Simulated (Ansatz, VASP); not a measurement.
**SiC2: VASP beside Ansatz**

File INCAR:

```
SYSTEM = SiC2
  ALGO = Normal
  EDIFF = 1E-6
  ENCUT = 520
  GGA = PE
  ISIF = 2
  ISMEAR = 0
  ISPIN = 2
  LASPH = .True.
  LCHARG = .False.
  LORBIT = 11
  LREAL = .False.
  LWAVE = .False.
  MAGMOM = 0 0 1 1 1 1
  NBANDS = 25
  NELM = 150
  PREC = Accurate
  SIGMA = 0.1
```

KPOINTS

```
k-points
0
Gamma
  6 6 2
  0 0 0
```

Contents of POSCAR:

```
SiC2
1.0
    2.6634302900      0.0000000000      0.0000000000
   -1.3317151400      2.3065982900      0.0000000000
    0.0000000000      0.0000000000     13.2903114600
Si C
2 4
Direct
    0.3333333300      0.6666666700      0.7500000000
    0.6666666700      0.3333333300      0.2500000000
    0.3333333300      0.6666666700      0.0833333300
    0.3333333300      0.6666666700      0.4166666700
    0.6666666700      0.3333333300      0.5833333300
    0.6666666700      0.3333333300      0.9166666700
```

Input for Ansatz:

```yaml
crystal:
  lattice:
    - [2.66343029, 0.0, 0.0]
    - [-1.33171514, 2.30659829, 0.0]
    - [0.0, 0.0, 13.29031146]
  atoms:
    - { symbol: Si, position: [0.33333333, 0.66666667, 0.75] }
    - { symbol: Si, position: [0.66666667, 0.33333333, 0.25] }
    - { symbol: C, position: [0.33333333, 0.66666667, 0.08333333], spin: 1.0 }
    - { symbol: C, position: [0.33333333, 0.66666667, 0.41666667], spin: 1.0 }
    - { symbol: C, position: [0.66666667, 0.33333333, 0.58333333], spin: 1.0 }
    - { symbol: C, position: [0.66666667, 0.33333333, 0.91666667], spin: 1.0 }
basis:
  ecutwfc: 420
kpoints:
  mp_grid: { grid: [6, 6, 2] }
hamiltonian:
  xc: pbe
scf:
  occupations: { method: gaussian, width: 0.1 }
  lower_state_search: "off"
output:
  forces: true
  stress: true
  eigenvalues: true
  populations: true
magnetization:
  spin_polarized: true
```

Alike in both runs: task single point; functional PBE; k mesh 6 × 6 × 2; occupations gaussian, width 0.1 eV; collinear spin.

|  | VASP | Ansatz |
| --- | --- | --- |
| version | VASP 6.6.1 | Ansatz 0.2.0 |
| potentials or method | VASP PAW PBE potentials, release 64 (Si, C) | scalar-relativistic, plane waves, PAW |
| plane-wave cutoff (eV) | 520 | 420 |
| valence electrons in the cell | 24 | 24 |

```csv
,VASP,Ansatz,Ansatz less VASP
gap on the k mesh at the Fermi level (eV),none,none,-
pressure (GPa),-21.0,-21.1,-0.01
largest component of the traceless stress (GPa),7.06,7.06,-0.002
rms of the force components (eV/Å),0.136,0.136,-0.0002
net moment per atom (μB),0.00,0.00,0.000
```

Atom by atom the forces differ by 0.000 eV/Å (rms over components). A gap of «none» marks a metal or a gap that the smearing closes. With one functional, cell and mesh, what is left measures potentials, basis and numerics. Ansatz warned: «seeded_moment_not_kept».

Caveats: the k mesh is coarse (spacing up to 0.45 Å⁻¹), so the values aren't converged; so large a pressure means that the cell lies far from this level's equilibrium, or that cutoff or potentials fall short (VASP).
